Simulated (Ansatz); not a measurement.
**Si: strain energy, fitted**

Si, P6_3/mmc, a = 3.851 Å, c = 6.365 Å. This isn't the element's structure at ambient conditions. Ansatz: PBE, PAW, 420 eV, Γ-centred 12×12×6 mesh on 4 atoms, Gaussian smearing 0.02 eV; no spin polarisation. Series: biaxial strain in the a-b plane, c and atoms relaxed; x is the strain in per cent. y is the free energy over the unstrained cell, V0 = 20.440 Å³/atom.

```
x (%) y (meV/atom)
 -4.5         60.79
 -3.0         26.43
 -1.5          6.46
  0.0          0.00
  1.5          6.09
  3.0             ?
  4.5         51.69
```

Task: Fit y = c2 x² + c3 x³ to the other rows, turn c2 into a modulus, and predict the missing energy.

Result: Least squares on the rows shown. y = 2.7782 x² − 0.050059 x³. In eV per unit strain² c2 is 27.78; M is the biaxial modulus (E = M V0 ε²): 27.78 × 160.2 / (20.440) = 218 GPa. At x = 3.0 the fit asked for gives 23.65 meV/atom. The run gave 23.68 meV/atom, so the fit is 0.03 meV/atom too low, within the rms miss on the fitted rows (0.04 meV/atom).